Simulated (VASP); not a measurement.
A run of VASP 6.6.1 is set up as follows.

Contents of INCAR:

```
SYSTEM = Si
ALGO = Normal ; EDIFF = 1E-6
ENCUT = 520 ; GGA = PE
ISIF = 2 ; ISMEAR = 0
LASPH = .TRUE. ; LCHARG = .FALSE.
LREAL = .FALSE. ; LWAVE = .FALSE.
NBANDS = 11 ; NELM = 60
PREC = Accurate ; SIGMA = 0.05
```

The input KPOINTS:

```
k-points
0
G
  6 6 6
  0 0 0
```

Contents of POSCAR:

```
Si
1.0
    0.0000000000      2.7357379471      2.7357379471
    2.7357379471      0.0000000000      2.7357379471
    2.7357379471      2.7357379471      0.0000000000
Si
2
Direct
    0.5000000000      0.5000000000      0.5000000000
    0.7500000000      0.7500000000      0.7500000000
```

Potentials or basis: VASP PAW PBE potentials, release 64 (Si).

Run with:

```bash
$ cat potpaw_PBE.64/Si/POTCAR > POTCAR
$ mpirun -np 1 vasp_std > vasp.out
```

(1) Predict the band gap on the k mesh.

(2) What does it give for the pressure?

Answers

(1) 0.75 eV, indirect (least direct gap 2.55 eV).

(2) -0.1 GPa.
